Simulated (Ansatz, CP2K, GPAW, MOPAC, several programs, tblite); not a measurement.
**Many methods on one cell: BaTe (NiAs type)**

BaTe built on the NiAs prototype, relaxed with r2SCAN in Ansatz, was computed with several methods. The symmetry is P6_3/mmc (No. 194, hexagonal); a = 4.895 Å, c = 8.584 Å in the conventional setting, 44.54 Å³ an atom. Ba has 6 Te at 3.55 Å; Te has 6 Ba at 3.55 Å. Note: simulated data, non-magnetic, for a generated structure that need not be the stable one.

```cif
data_structure
_symmetry_space_group_name_H-M 'P6_3/mmc'
_symmetry_Int_Tables_number 194
_cell_length_a 4.8954
_cell_length_b 4.8954
_cell_length_c 8.5841
_cell_angle_alpha 90.000
_cell_angle_beta 90.000
_cell_angle_gamma 120.000
_cell_volume 178.15
loop_
_atom_site_label
_atom_site_type_symbol
_atom_site_symmetry_multiplicity
_atom_site_Wyckoff_symbol
_atom_site_fract_x
_atom_site_fract_y
_atom_site_fract_z
_atom_site_occupancy
Ba1 Ba 2 a 0.00000 0.00000 0.00000 1
Te1 Te 2 c 0.33333 0.66667 0.25000 1
```

Gaps and times are for a single point on this cell; volume and bulk modulus come from each method's own relaxation or energy curve at fixed shape, which is too stiff where a cell has free coordinates or axes. Times are rough, from shared hosts (Arm Neoverse V2), and each method has its own mesh and cell size. A dagger marks a closed or tiny gap in a crystal that DFT finds insulating: a failure of the method or a wrong SCF state. A double dagger marks a value from a curve with shape and coordinates held. PM7 (MOPAC) and PM6 (MOPAC): levels, charges or heat of formation failed a check of plausibility, so no values are given. PM6 (MOPAC), PM7 (MOPAC), GFN2-xTB (tblite) treat a cluster of cells at its zone centre, which samples few k points: where these miss a band edge, the gap comes out too large for that reason alone. Gaps from k meshes are read at a limited set of points (mesh, symmetry points, PBE's band edges), so each method's own least gap may be somewhat smaller. xTB and the PM methods were fitted mostly to molecules, and can miss a solid's gap by electronvolts. Minimal bases can be far off for gaps. GLLB-SC's gap includes the derivative discontinuity. d marks a direct gap, i an indirect one (no mark: not told apart), a dash a value that wasn't computed or didn't pass its checks.

```json
{"method": "PM7 (MOPAC)", "kind": "semi-empirical", "gap (eV)": "–", "own volume (Å³/atom)": "–", "bulk modulus (GPa)": "–", "atoms computed": "16", "processor time": "0.28 s"}
{"method": "PM6 (MOPAC)", "kind": "semi-empirical", "gap (eV)": "–", "own volume (Å³/atom)": "–", "bulk modulus (GPa)": "–", "atoms computed": "16", "processor time": "0.31 s"}
{"method": "GFN2-xTB (tblite)", "kind": "tight binding", "gap (eV)": "0.00†", "own volume (Å³/atom)": "–", "bulk modulus (GPa)": "–", "atoms computed": "16", "processor time": "1.4 s"}
{"method": "light PBE (260 eV and a coarse mesh)", "kind": "light plane-wave", "gap (eV)": "1.73 i", "own volume (Å³/atom)": "–", "bulk modulus (GPa)": "–", "atoms computed": "4", "processor time": "1.9 s"}
{"method": "PBE", "kind": "semilocal", "gap (eV)": "1.75 i", "own volume (Å³/atom)": "44.57", "bulk modulus (GPa)": "28‡", "atoms computed": "4", "processor time": "7.2 s"}
{"method": "PBE/SZV (CP2K)", "kind": "small basis", "gap (eV)": "1.48 d", "own volume (Å³/atom)": "–", "bulk modulus (GPa)": "–", "atoms computed": "4", "processor time": "8.7 s"}
{"method": "r2SCAN", "kind": "semilocal", "gap (eV)": "2.12 i", "own volume (Å³/atom)": "44.54", "bulk modulus (GPa)": "30‡", "atoms computed": "4", "processor time": "15 s"}
{"method": "PBE/DZVP (CP2K)", "kind": "small basis", "gap (eV)": "2.06 i", "own volume (Å³/atom)": "45.74‡", "bulk modulus (GPa)": "28‡", "atoms computed": "4", "processor time": "20 s"}
{"method": "GLLB-SC (GPAW)", "kind": "model potential", "gap (eV)": "3.51", "own volume (Å³/atom)": "–", "bulk modulus (GPa)": "–", "atoms computed": "4", "processor time": "76 s"}
{"method": "PBE/single zeta (GPAW)", "kind": "small basis", "gap (eV)": "1.69 d", "own volume (Å³/atom)": "–", "bulk modulus (GPa)": "–", "atoms computed": "4", "processor time": "78 s"}
```

Against r2SCAN (2.12 eV) and with closed or daggered gaps left aside, the nearest gap at the points sampled is that of PBE/DZVP (CP2K) (-0.06 eV) and the farthest that of GLLB-SC (GPAW) (+1.39 eV). r2SCAN is only a yardstick of convenience: semilocal gaps usually lie below measured ones, which GLLB-SC and hybrids aim to mend.

Volumes against r2SCAN's: PBE +0.1 %.

Runs without a result: GFN1-xTB (tblite) (single point).

Spin-orbit coupling is left out, which matters wherever the heavy atoms make up the band edges.
